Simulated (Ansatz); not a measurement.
# CoSi (rocksalt type): the cost of one run

Computed with Ansatz 0.2.0 (DFT, PBE, PAW with Ansatz's default frozen-core files, scalar-relativistic, unless a step's input says otherwise).

## Step 1: The system as given

Symmetry: Fm-3m, No. 225, cubic system. The conventional cell has a = 4.585 Å, b = 4.585 Å, c = 4.585 Å, α = 90.00°, β = 90.00°, γ = 90.00°. Around Co (site symmetry m-3m) lie 6 Si at 2.29 Å. Around Si (site symmetry m-3m) lie 6 Co at 2.29 Å.

Structure file:

```cif
data_structure
_symmetry_space_group_name_H-M 'P 1'
_symmetry_Int_Tables_number 1
_cell_length_a 3.2419
_cell_length_b 3.2419
_cell_length_c 3.2419
_cell_angle_alpha 60.000
_cell_angle_beta 60.000
_cell_angle_gamma 60.000
_cell_volume 24.09
loop_
_atom_site_label
_atom_site_type_symbol
_atom_site_fract_x
_atom_site_fract_y
_atom_site_fract_z
_atom_site_occupancy
Co1 Co 0.00000 0.00000 0.00000 1
Si1 Si 0.50000 0.50000 0.50000 1
```

Atoms are numbered in the order of the input: Co1, Si2.

## Step 2: Cell relaxed at zero pressure, PAW

input.yaml

```yaml
crystal:
  lattice:
    - [0.0, 2.2923918786, 2.2923918786]
    - [2.2923918786, 0.0, 2.2923918786]
    - [2.2923918786, 2.2923918786, 0.0]
  atoms:
    - { symbol: Co, position: [0.0, 0.0, 0.0] }
    - { symbol: Si, position: [0.5, 0.5, 0.5] }
kpoints:
  mp_grid: { grid: [15, 15, 15] }
scf:
  occupations: { method: fermi_dirac, width: 0.1 }
hamiltonian:
  xc: pbe
  pseudopotentials: { kind: paw }
output:
  forces: true
  stress: true
relax:
  f_tol: 0.005
  max_steps: 40
  cell: {}
```

Launch:

```bash
ansatz run input.yaml --threads 1 --pin off --max-ram 3584MiB --backend cpu --events-out ev --progress --plain --runs-dir out
```

What time and memory should one allow on 1 thread of Intel Xeon Platinum 8259CL at 2.50GHz (Skylake/Cascade Lake), shared host?

About 18 s, with a peak of 0.41 GiB.
